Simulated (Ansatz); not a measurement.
**Thermal expansion of Ti from its phonons**

Theory: Ansatz 0.2.0, DFT PBE, scalar-relativistic, plane waves, PAW. Plane waves to 420 eV; Γ-centred k mesh 20×20×20; Fermi-Dirac smearing of 0.15 eV. No spin polarisation. Phonons by linear response, acoustic sum rule imposed.

Relaxed structure:
```
Ti
1.0
     0.00000    2.06009    2.06009
     2.06009    0.00000    2.06009
     2.06009    2.06009    0.00000
Ti
1
Direct
  0.00000 0.00000 0.00000
```

In a metal, frequencies depend on the k mesh and the smearing, soft modes most.

Phonons on a 2×2×2 q mesh at 0.98, 1 and 1.02 times the equilibrium volume give γ = −d ln ν/d ln V, modes matched by rank. The cell has V = 17.49 Å³ with 1 atom and B = 106 GPa. Points of the mesh (fractions of the reciprocal vectors) with their weights out of 8; the acoustic modes at Γ are left out:

```csv
q,weight,ν (cm⁻¹),γ,degeneracy
0.00 0.00 -0.50,4,95,-0.22,2
0.00 0.00 -0.50,4,179,3.30,1
0.00 -0.50 -0.50,3,185,0.80,2
0.00 -0.50 -0.50,3,207,2.96,1
```

Question: Work out the volume expansion coefficient at 50, 100, 300 and 800 K in Grüneisen's theory.

Answer: Each mode holds c = k_B x² eˣ/(eˣ − 1)², x = hcν/k_BT (k_B = 0.695 cm⁻¹/K). Weighted over the mesh, C_V = Σ c, γ̄ = Σ cγ/C_V and α_V = γ̄ C_V/(BV):
| T (K) | C_V (k_B a cell) | γ̄ | α_V (10⁻⁶/K) |
| --- | --- | --- | --- |
| 50 | 0.77 | 0.42 | 2.4 |
| 100 | 1.77 | 0.95 | 12.6 |
| 300 | 2.50 | 1.17 | 21.8 |
| 800 | 2.61 | 1.19 | 23.2 |

The classical limit of C_V is 3n = 3 k_B, less the 3/8 k_B of the three modes left out, which leaves C_V and α_V about 12 % low even at high temperature. The modes with negative γ, the lowest near 95 cm⁻¹, soften under compression. They lower γ̄ most at low temperature, where they fill first. For a cubic crystal the linear coefficient is a third of α_V. A mesh this coarse misses long acoustic waves, so the low-temperature rows are rough; B and γ are held at their static values, and the electrons' part is left out.

Question: The zero-point energy of the cell, summed on a denser interpolated mesh, is 27.678, 26.789 and 25.901 meV at the three volumes. How far does it expand the lattice at 0 K?

Answer: P_zp = −dE_zp/dV = 1.777 meV / (0.699 Å³) × 0.16022 GPa Å³/meV = 0.407 GPa, so ΔV/V = P_zp/B = 0.39 %. This share is taken off a measured low-temperature volume before it is compared with a static calculation.

This fcc form isn't the element's structure at ambient conditions.

Cost: 6 runs of about 4.8 core-minutes in all, on Intel Xeon Platinum 8259CL (Skylake/Cascade Lake) (shared hosts).

The expansion is carried mainly by the longitudinal modes. At both zone-boundary points the single branch has a Grüneisen parameter near or above 3, against -0.22 and 0.80 for the transverse pairs. Longitudinal motion changes the spacing between atomic planes and so meets the steep short-range repulsion, whereas transverse motion slides planes past each other. Its weaker restoring force probably depends more on directional d bonding and its screening, which need not stiffen on compression. The value of -0.22 is best read as near-independence of volume rather than as a firm negative sign.

This split also explains why a small γ̄ at 50 K is compatible with a sizeable zero-point expansion. Thermal occupation favours the soft transverse pair, while zero-point energy weights each mode by its frequency and so favours the stiff longitudinal ones. Above 300 K both C_V and γ̄ are nearly saturated, hence the flat α_V. Real frequencies at these wavevectors are compatible with a metastable fcc lattice, but don't establish dynamical stability throughout the zone.
